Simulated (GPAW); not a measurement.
## Quasiparticle gap of TiO2 (2H monolayer) in GPAW

Aim: the G0W0 gap of TiO2 (2H monolayer) on PBE, step by step.

Program: GPAW 26.7.0. Level of theory: PBE and many-body steps on it, plane waves. Results are calculated unless marked as measured.

## (1) The structure

The cell holds 3 atoms: 1 Ti and 2 O. Cell: a = 2.839 Å, b = 2.839 Å, c = 13.800 Å, α = 90.0°, β = 90.0°, γ = 120.0°. Vacuum lies along c.

The start is a generated structure, not a measured one.

## (2) Relaxation

This step: GPAW 26.7.0; DFT, PBE, plane waves, PAW.

A relaxation at this level of theory: leftover forces would pass straight into the levels.

Contents of run.py:

```python
import json
import numpy as np
from gpaw.mpi import world
from ase import Atoms
from ase.constraints import FixSymmetry
from ase.filters import FrechetCellFilter
from ase.optimize import BFGS
from gpaw import GPAW, PW, FermiDirac

atoms = Atoms(['Ti', 'O', 'O'],
    cell=[[2.8387421000, 0.0000000000, 0.0000000000],
      [-1.4193710500, 2.4584227734, 0.0000000000],
      [0.0000000000, 0.0000000000, 13.8000000000]],
    scaled_positions=[[0.3333333333, 0.6666666667, 0.5000000000],
      [0.6666666667, 0.3333333333, 0.6004233769],
      [0.6666666667, 0.3333333333, 0.3995766231]],
    pbc=(True, True, False))
atoms.set_constraint(FixSymmetry(atoms))
atoms.calc = GPAW(mode=PW(700),
    xc='PBE',
    kpts={'size': (12, 12, 1), 'gamma': True},
    occupations=FermiDirac(0.02),
    convergence={'density': 1e-5},
    txt='relax.txt')
steps = []
opt = BFGS(FrechetCellFilter(atoms, mask=[1, 1, 0, 0, 0, 1]), logfile='bfgs.log')
opt.attach(lambda: steps.append([atoms.get_potential_energy(), atoms.cell[:], atoms.positions.copy(), atoms.get_forces()]))
converged = opt.run(fmax=0.03, steps=50)
res = {'converged': bool(converged), 'steps': steps, 'cell': atoms.cell[:], 'frac': atoms.get_scaled_positions()}

if world.rank == 0:
    with open('result.json', 'w') as f:
        json.dump(res, f, default=lambda x: x.tolist())
```

Started as:

```bash
$ mpirun -n 4 gpaw python run.py
```

Numbers of over 12 decimals in the logs are rounded to 6 here.

The log of the run:

```text
Step     Time          Energy          fmax
BFGS:    0       -22.931000        5.020904
BFGS:    1       -23.582464        4.013425
BFGS:    2       -24.362013        0.679159
BFGS:    3       -24.383010        0.383864
BFGS:    4       -24.390266        0.322898
BFGS:    5       -24.403698        0.074821
BFGS:    6       -24.404955        0.023684
```

Elapsed: 53 s, on 4 MPI ranks of Arm Neoverse V2, shared host; peak memory 0.97 GiB; 3.5 min of CPU time.

Relaxation path:

```
step  energy less that of the first step (eV)  largest force (eV/Å)
   1                                   0.0000                5.0209
   2                                  -0.6515                4.0134
   3                                  -1.4310                0.6792
   4                                  -1.4520                0.2217
   5                                  -1.4593                0.0892
   6                                  -1.4727                0.0748
   7                                  -1.4740                0.0237
```

The atoms that moved most (Å):

```
atom     dx     dy      dz  length
  O2  0.000  0.000  -0.257   0.257
  O3  0.000  0.000   0.257   0.257
```

Final coordinates:

```xyz
3
Lattice="2.8793 0.0000 0.0000 -1.4397 2.4936 0.0000 0.0000 0.0000 13.8000" Properties=species:S:1:pos:R:3
Ti    0.0000    1.6624    6.9000
O     1.4397    0.8312    8.0291
O     1.4397    0.8312    5.7709
```

## (3) Ground state

The ground-state density comes first.

Contents of run.py:

```python
import json
import numpy as np
from gpaw.mpi import world
from ase import Atoms
from gpaw import GPAW, PW, FermiDirac

atoms = Atoms(['Ti', 'O', 'O'],
    cell=[[2.8793073575, 0.0000000000, 0.0000000000],
      [-1.4396536788, 2.4935533169, 0.0000000000],
      [0.0000000000, 0.0000000000, 13.8000000000]],
    scaled_positions=[[0.3333333333, 0.6666666667, 0.5000000000],
      [0.6666666667, 0.3333333333, 0.5818219595],
      [0.6666666667, 0.3333333333, 0.4181780405]],
    pbc=(True, True, False))
calc = GPAW(mode=PW(600),
    xc='PBE',
    kpts={'size': (12, 12, 1), 'gamma': True},
    occupations=FermiDirac(0.001),
    nbands=-7,
    convergence={'density': 1e-6, 'bands': -3},
    maxiter=100,
    txt='gs.txt')
atoms.calc = calc
res = {'energy': atoms.get_potential_energy()}
kpts = calc.get_ibz_k_points()
res['kpts'] = kpts
res['eigenvalues'] = [calc.get_eigenvalues(kpt=k) for k in range(len(kpts))]
res['n_electrons'] = calc.get_number_of_electrons()
calc.write('gs.gpw')

if world.rank == 0:
    with open('result.json', 'w') as f:
        json.dump(res, f, default=lambda x: x.tolist())
```

Started as:

```bash
$ mpirun -n 4 gpaw python run.py
```

The log of the run:

```text
__  _  _
 | _ |_)|_||  |
 |__||  | ||/\| - 26.7.0

Input parameters:
  mode=PW(ecut=600.0),
  convergence={'density': 1e-06, 'bands': -3},
  kpts=MonkhorstPack(size=(12, 12, 1), gamma=True),
  maxiter=100,
  nbands=-7,
  occupations=Occupations(name='fermi-dirac', width=0.001, fixmagmom=False),
  xc=XC(name='PBE')
  [... matrices ...]
Diagonalizing LCAO Hamiltonian
Converting LCAO to pw mode

          O
        Ti

          O

Atoms  # Å, Bohr magnetons
|   | symbol |         x |        y |        z |    initial magnetic moments |
| 0 |     Ti | -0.000000 | 1.662369 | 6.900000 | ( 0.0000,  0.0000,  0.0000) |
| 1 |      O |  1.439654 | 0.831184 | 8.029143 | ( 0.0000,  0.0000,  0.0000) |
| 2 |      O |  1.439654 | 0.831184 | 5.770857 | ( 0.0000,  0.0000,  0.0000) |

Unit cell  # Å
| periodic |         x |        y |         z |   lengths |     angles |
|      yes |  2.879307 | 0.000000 |  0.000000 |  2.879307 |  90.000000 |
|      yes | -1.439654 | 2.493553 |  0.000000 |  2.879307 |  90.000000 |
|       no |  0.000000 | 0.000000 | 13.800000 | 13.800000 | 120.000000 |

Number of symmetries: 12
Symmetry operations  # r_c * U_cc + t_c -> r_c
|    | kind |            matrix            |
|  0 |  σ   |  1, 1, 0,  0,-1, 0,  0, 0, 1 |
|  1 |  C2  |  1, 1, 0,  0,-1, 0,  0, 0,-1 |
|  2 |  E   |  1, 0, 0,  0, 1, 0,  0, 0, 1 |
|  3 |  σ   |  1, 0, 0,  0, 1, 0,  0, 0,-1 |
|  4 |  C3  |  0, 1, 0, -1,-1, 0,  0, 0, 1 |
|  5 |  S3  |  0, 1, 0, -1,-1, 0,  0, 0,-1 |
|  6 |  σ   |  0,-1, 0, -1, 0, 0,  0, 0, 1 |
|  7 |  C2  |  0,-1, 0, -1, 0, 0,  0, 0,-1 |
|  8 |  σ   | -1, 0, 0,  1, 1, 0,  0, 0, 1 |
|  9 |  C2  | -1, 0, 0,  1, 1, 0,  0, 0,-1 |
| 10 |  C3  | -1,-1, 0,  1, 0, 0,  0, 0, 1 |
| 11 |  S3  | -1,-1, 0,  1, 0, 0,  0, 0,-1 |

BZ-sampling:
  Number of BZ points: 144
  Number of IBZ points: 19

  Monkhorst-Pack size: [12, 12, 1]
  Monkhorst-Pack shift: [0.041667, 0.041667, 0.0]

K-points  # in reciprocal-cell coordinates
|     |                                coordinates |     weight |
|   0 | ( -0.00000000,  -0.00000000,   0.00000000) | 0.00694444 |
|   1 | (  0.08333333,  -0.00000000,   0.00000000) | 0.04166667 |
|   2 | (  0.16666667,  -0.08333333,   0.00000000) | 0.04166667 |
|   3 | (  0.16666667,  -0.00000000,   0.00000000) | 0.04166667 |
|   4 | (  0.25000000,  -0.08333333,   0.00000000) | 0.08333333 |
|   5 | (  0.25000000,  -0.00000000,   0.00000000) | 0.04166667 |
|   6 | (  0.33333333,  -0.16666667,   0.00000000) | 0.04166667 |
|   7 | (  0.33333333,  -0.08333333,   0.00000000) | 0.08333333 |
|   8 | (  0.33333333,  -0.00000000,   0.00000000) | 0.04166667 |
|   9 | (  0.33333333,   0.33333333,   0.00000000) | 0.01388889 |
| ... |                                            |            |
|  18 | (  0.50000000,   0.50000000,   0.00000000) | 0.02083333 |

Plane wave coefficients: 3329
Cutoff: 600.0 eV

Spin-components: 1 (collinear spins)
Bands:           19
Projectors:      16
Spin-degeneracy: 2
Datatype:        complex128

  Storage: CPU
  Wave functions: 19_101_232 bytes (4_775_308 per core)
  Projectors: 23_122_544 bytes (5_780_636 per core)
  [... matrices ...]
Parallelization:
  kpt:    4
  domain: 1
  band:   1

Density:
  Valence electrons: 24.0
  Components: 1
  Grid points: [18 18 80]
  Charge: 0.0  # |e|

Potential:
  Grid points: [18 18 80]

species:
  Ti:
    name:    Titanium
    Z:       22.0
    valence: 12
    core:    10
    charge:  0.0  # [|e|]
    compensation charges:
      type: gauss
      rc: 0.38  # [Å]
      lmax: 2
    cutoffs:
      filter: 2.23  # [Å]
      core: 1.02  # [Å]
    projectors
    | kind |    occ | energy [eV] | rcut [Å] |
    |   3s |  2.000 |     -62.623 |    1.270 |
    |   4s |  2.000 |      -4.466 |    1.270 |
    |   3p |  6.000 |     -38.862 |    1.058 |
    |   4p |  0.000 |      -1.466 |    1.058 |
    |   3d |  2.000 |      -4.258 |    1.058 |
    |    d |        |      22.953 |    1.058 |

    Using partial waves for Ti as LCAO basis

  O:
    name:    Oxygen
    Z:       8.0
    valence: 6
    core:    2
    charge:  0.0  # [|e|]
    compensation charges:
      type: gauss
      rc: 0.21  # [Å]
      lmax: 2
    cutoffs:
      filter: 1.17  # [Å]
      core: 0.83  # [Å]
    projectors
    | kind |    occ | energy [eV] | rcut [Å] |
    |   2s |  2.000 |     -23.961 |    0.688 |
    |   2p |  4.000 |      -9.029 |    0.598 |
    |    s |        |       3.251 |    0.688 |
    |    p |        |      18.182 |    0.598 |
    |    d |        |       0.000 |    0.619 |

    Using partial waves for O as LCAO basis

Reference energy: -27305.718884  # eV

eigensolver:
  PPCG
  Converge bands: -3
  niter=2

density mixing:
  MSR1-Mixer
  Pratt-step length: 0.05
  Maximum mixing coefficient: 0.75
  Old densities: 10
  SVD Regularization: 0.005
  Good broyden scale: 1.0
  Trust region scale: 1.0
  Backstep threshold: 4.0
  History deletion threshold: 6.0
  Fourier metric: weight=20.0, sigma=0.015

occupation numbers:
  Fermi-Dirac:
    width: 0.0010  # eV

poisson solver:
  ecut: 4800.0  # eV

xc functional:
  name: PBE with 2 nearest neighbor stencil

Initialization done in: 0.903 s

convergence criteria:
- Maximum integral of absolute [dens]ity change: 1e-06 electrons / valence electron
- Maximum [total energy] change in last 3 cyles: 0.0005 eV / valence electron
- Maximum integral of absolute [eigenst]ate change: 4e-08 eV^2 / valence electron
maximum number of iterations: 100

SCF iterations
|iter     |     time |      energy | eigst |  dens |
|iter:   1|  |  -28.309950 | +0.39 |       |
|iter:   2|  |  -26.758284 | -0.97 | -0.80 |
|iter:   3|  |  -24.505694 | -0.04 | -0.87 |
|iter:   4|  |  -24.271934 | -1.01 | -1.28 |
|iter:   5|  |  -24.248590 | -1.59 | -1.52 |
|iter:   6|  |  -24.239319 | -2.41 | -1.90 |
|iter:   7|  |  -24.239301c| -3.70 | -2.62 |
|iter:   8|  |  -24.239322c| -4.66 | -3.33 |
|iter:   9|  |  -24.239324c| -5.20 | -3.71 |
|iter:  10|  |  -24.239325c| -5.74 | -4.74 |
|iter:  11|  |  -24.239325c| -6.20 | -5.14 |
|iter:  12|  |  -24.239325c| -6.69 | -5.91 |
|iter:  13|  |  -24.239325c| -7.10 | -6.17c|
|iter:  14|  |  -24.239325c| -7.43c| -6.60c|

Converged in 14 steps
SCF loop duration: 6.732 s (0.481 s/step)
Energy contributions relative to reference atoms: (reference = -27305.718884)
  [... matrices ...]
Energy contributions:
  Kinetic:          24.350406
  Coulomb:         -28.259721
  Zero:              0.434483
  External:          0.000000
  Xc:              -20.764492
  Entropy:          -0.000000
  Spinorbit:         0.000000
  ----------------------------
  Free energy:     -24.239325
  Extrapolated:    -24.239325

dipole moment: (-1.786018, 1.031159, 0.000004)  # |e|*Ang

Fermi level: -4.138
Eigenvalues  # (at kpt = [-0.000, -0.000, 0.000])
| band index |      eig [eV] | occ [0-2] |
|          0 |       -60.867 |     2.000 |
|        ... |               |           |
|          4 |       -22.041 |     2.000 |
|          5 |       -20.244 |     2.000 |
|          6 |        -8.586 |     2.000 |
|          7 |        -7.021 |     2.000 |
|          8 |        -7.021 |     2.000 |
|          9 |        -5.703 |     2.000 |
|         10 |        -5.703 |     2.000 |
|         11 |        -4.400 |     2.000 |
|         12 |        -1.001 |     0.000 |
|         13 |         0.072 |     0.000 |
|         14 |         0.072 |     0.000 |
|         15 |         0.100 |     0.000 |
|         16 |         0.100 |     0.000 |
|         17 |         2.422 |     0.000 |
|         18 |         4.182 |     0.000 |

Gap: 1.237 eV
Transition (v -> c):
  (s=0, k=4, n=11, [0.25, -0.08, 0.00]) -> (s=0, k=15, n=12, [0.50, 0.25, 0.00])
Direct/indirect transitions are different
Direct gap: 1.416 eV
Transition at: (s=0, k=10, n=11, [0.42, -0.17, 0.00])
vacuum-level: 4.405  # V
# Writing to gs.gpw (mode='')
  [... matrices ...]
```

Run time: 9.1 s. Hardware: 4 MPI ranks; peak memory 0.75 GiB; 36 s of CPU time.

This step gave:

```
total energy               : -24.24 eV
gap                        : 1.237 eV
k of the valence top       : 0.25, -0.0833, 0
k of the conduction bottom : 0.5, 0.25, 0
least direct gap           : 1.416 eV
```

The gap is indirect, with the least direct gap 0.18 eV higher.

## (4) Bands along the symmetry lines

Levels along a band path, at the cheap level, show where the edges lie and whether the meshes to come will hold them.

Contents of run.py:

```python
import json
import numpy as np
from gpaw.mpi import world
from gpaw import GPAW

path = [[0.000000, 0.000000, 0.000000],
    [0.062500, 0.000000, 0.000000],
    [0.125000, 0.000000, 0.000000],
    [0.187500, 0.000000, 0.000000],
    [0.250000, 0.000000, 0.000000],
    [0.312500, 0.000000, 0.000000],
    [0.375000, 0.000000, 0.000000],
    [0.437500, 0.000000, 0.000000],
    [0.500000, 0.000000, 0.000000],
    [0.479167, 0.041667, 0.000000],
    [0.458333, 0.083333, 0.000000],
    [0.437500, 0.125000, 0.000000],
    [0.416667, 0.166667, 0.000000],
    [0.395833, 0.208333, 0.000000],
    [0.375000, 0.250000, 0.000000],
    [0.354167, 0.291667, 0.000000],
    [0.333333, 0.333333, 0.000000],
    [0.291667, 0.291667, 0.000000],
    [0.250000, 0.250000, 0.000000],
    [0.208333, 0.208333, 0.000000],
    [0.166667, 0.166667, 0.000000],
    [0.125000, 0.125000, 0.000000],
    [0.083333, 0.083333, 0.000000],
    [0.041667, 0.041667, 0.000000],
    [0.000000, 0.000000, 0.000000]]
calc = GPAW('gs.gpw').fixed_density(kpts=path,
    symmetry='off',
    nbands=22,
    convergence={'bands': 18},
    txt='bands.txt')
res = {}
kpts = calc.get_ibz_k_points()
res['kpts'] = kpts
res['eigenvalues'] = [calc.get_eigenvalues(kpt=k) for k in range(len(kpts))]
res['n_electrons'] = calc.get_number_of_electrons()

if world.rank == 0:
    with open('result.json', 'w') as f:
        json.dump(res, f, default=lambda x: x.tolist())
```

Started as:

```bash
$ mpirun -n 4 gpaw python run.py
```

The log of the run:

```text
Diagonalizing LCAO Hamiltonian
Converting LCAO to pw mode
convergence criteria:
- Maximum integral of absolute [eigenst]ate change: 4e-08 eV^2 / valence electron
maximum number of iterations: 100

SCF iterations
|iter     |     time |      energy | eigst |  dens |
|iter:   1|  |             | +0.68 |       |
|iter:   2|  |             | -0.95 |       |
|iter:   3|  |             | -2.00 |       |
[...]
|iter:   7|  |             | -6.53 |       |
|iter:   8|  |             | -7.27 |       |
|iter:   9|  |             | -7.64c|       |
SCF steps: 9
  __  _  _
 | _ |_)|_||  |
 |__||  | ||/\| - 26.7.0

Input parameters:
  mode=PW(ecut=600.0),
  convergence={'bands': 18},
  gpts=array([18, 18, 80]),
  kpts=KPoints(kpts=array([[0.      , 0.      , 0.      ],
         [0.0625  , 0.      , 0.      ],
         [0.125   , 0.      , 0.      ],
         [0.1875  , 0.      , 0.      ],
[...]
[0.479167, 0.041667, 0.      ],
         [0.458333, 0.083333, 0.      ],
[...]
[0.416667, 0.166667, 0.      ],
[...]
[0.25    , 0.25    , 0.      ],
[...]
[0.125   , 0.125   , 0.      ],
         [0.083333, 0.083333, 0.      ],
         [0.041667, 0.041667, 0.      ],
         [0.      , 0.      , 0.      ]])),
  maxiter=100,
  nbands=22,
  occupations=Occupations(name='fermi-dirac', width=0.001, fixmagmom=False),
  parallel={},
  symmetry=Symmetry(point_group=False, time_reversal=False),
  xc=XC(name='PBE')
  [... matrices ...]
timing:  # [seconds]
  Total: 0.021  # ━━━━━━━━━━━━━━━━━━━━━━━━━━━━━━━━━━━━━━━━━━━━━━━━━━━━━━━━━━━
```

Run time: 7.8 s. Hardware: 4 MPI ranks; peak memory 0.81 GiB.

This step gave:

```yaml
gap: 1.227 eV
k_of_the_valence_top: 0.125, 0.125, 0
k_of_the_conduction_bottom: 0.25, 0.25, 0
least_direct_gap: 1.386 eV
```

The gap is 1.227 eV, −0.010 eV from the run before at this level.

The electronic bands at the labelled points (eV, zero at the top of the highest filled band):

```
  point  band 9  band 10  band 11  band 12  band 13  band 14  band 15  band 16
      Γ   -2.87    -1.55    -1.55    -0.25     3.15     4.23     4.23     4.25
halfway   -2.54    -2.24    -2.22    -0.05     1.86     4.05     4.30     4.49
      M   -3.07    -2.80    -1.55    -0.20     1.71     3.89     3.94     4.97
halfway   -3.06    -2.11    -1.99    -0.26     1.41     3.41     4.59     4.89
      K   -3.10    -2.98    -1.71    -0.42     1.38     3.01     4.93     4.99
halfway   -2.99    -2.15    -2.15    -0.01     1.58     4.07     4.28     4.44
      Γ   -2.87    -1.55    -1.55    -0.25     3.15     4.23     4.23     4.25
```

The electronic bands as a text plot (rows in eV, shown from -8.0 to 4.3 only):

```
    4.0 |++++++++++++++++++++++++                ++++++++++++++++
    3.5 |                       ++++++        +++
    3.0 |++++                         ++++++++               ++++
    2.5 |    +++++                                        +++
    2.0 |         +++       ++                         +++
    1.4 |            +++++++  +++++++++++++++++++++++++
    0.9 |
    0.4 |
   -0.1 |*****************************        *******************
   -0.6 |                             ********
   -1.1 |
   -1.6 |******        ************   ********            *******
   -2.1 |    **********          *****        ***************
   -2.6 |************************     ***  ***         **********
   -3.1 | *********************************************   ******
   -3.7 |                     ***** ***    ***   ***   ***
   -4.2 | *************          *******************************
   -4.7 |*             **********                               *
   -5.2 |
   -5.7 |
   -6.2 |
   -6.7 |
   -7.2 |
   -7.7 |
         Γ                   M           K                      Γ
```

## (5) Empty states on the mesh, 12×12×1 mesh, 170 bands

The sums over transitions need many empty states on a uniform mesh; this step solves for them.

Contents of run.py:

```python
import json
import numpy as np
from gpaw.mpi import world
from gpaw import GPAW

calc = GPAW('gs.gpw').fixed_density(kpts={'size': (12, 12, 1), 'gamma': True},
    nbands=198,
    convergence={'bands': 170},
    txt='nscf.txt')
calc.write('full.gpw', mode='all')
res = {}
kpts = calc.get_ibz_k_points()
res['kpts'] = kpts
res['eigenvalues'] = [calc.get_eigenvalues(kpt=k) for k in range(len(kpts))]
res['n_electrons'] = calc.get_number_of_electrons()

if world.rank == 0:
    with open('result.json', 'w') as f:
        json.dump(res, f, default=lambda x: x.tolist())
```

Started as:

```bash
$ mpirun -n 4 gpaw python run.py
```

The log of the run:

```text
Diagonalizing LCAO Hamiltonian
Converting LCAO to pw mode
convergence criteria:
- Maximum integral of absolute [eigenst]ate change: 4e-08 eV^2 / valence electron
maximum number of iterations: 100

SCF iterations
|iter     |     time |      energy | eigst |  dens |
|iter:   1|  |             | +4.48 |       |
|iter:   2|  |             | +3.26 |       |
|iter:   3|  |             | +2.15 |       |
[...]
|iter:  13|  |             | -6.66 |       |
|iter:  14|  |             | -7.10 |       |
|iter:  15|  |             | -7.61c|       |
SCF steps: 15
  __  _  _
 | _ |_)|_||  |
 |__||  | ||/\| - 26.7.0

Input parameters:
  mode=PW(ecut=600.0),
  convergence={'bands': 170},
  gpts=array([18, 18, 80]),
  kpts=MonkhorstPack(size=(12, 12, 1), gamma=True),
  maxiter=100,
  nbands=198,
  occupations=Occupations(name='fermi-dirac', width=0.001, fixmagmom=False),
  parallel={},
  xc=XC(name='PBE')
# Writing to full.gpw (mode='all')
  [... matrices ...]

timing:  # [seconds]
  Total: 0.062  # ━━━━━━━━━━━━━━━━━━━━━━━━━━━━━━━━━━━━━━━━━━━━━━━━━━━━━━━━━━━
```

It took 94 s on 4 MPI ranks; peak memory 1.1 GiB; 6.2 min of CPU time.

This step gave:

```
gap                                                           : 1.237 eV
k of the valence top                                          : 0.25, -0.0833, 0
k of the conduction bottom                                    : 0.5, 0.25, 0
least direct gap                                              : 1.416 eV
k points computed                                             : 19
lowest point of the top converged band, above the valence top : 78.0292 eV
```

On this mesh the gap is 1.237 eV.

(Continued in part 2 of 2.)

[Paths, hosts, dates, memory and timing lines, banners, echoed tables and standing remarks are left out of the program output.]

[Logs are printed without paths, hosts, clocks, repeated set-up lines and the standing remarks that a program may print on its own settings, such as how far it seeks lower states.]

[Runs of the session that timed out or met a known fault of the program may be left out.]

[Hosts, paths, dates, database ids (printed as entryN), source tags and the programs' standing remarks are cut or masked in the printed files.]
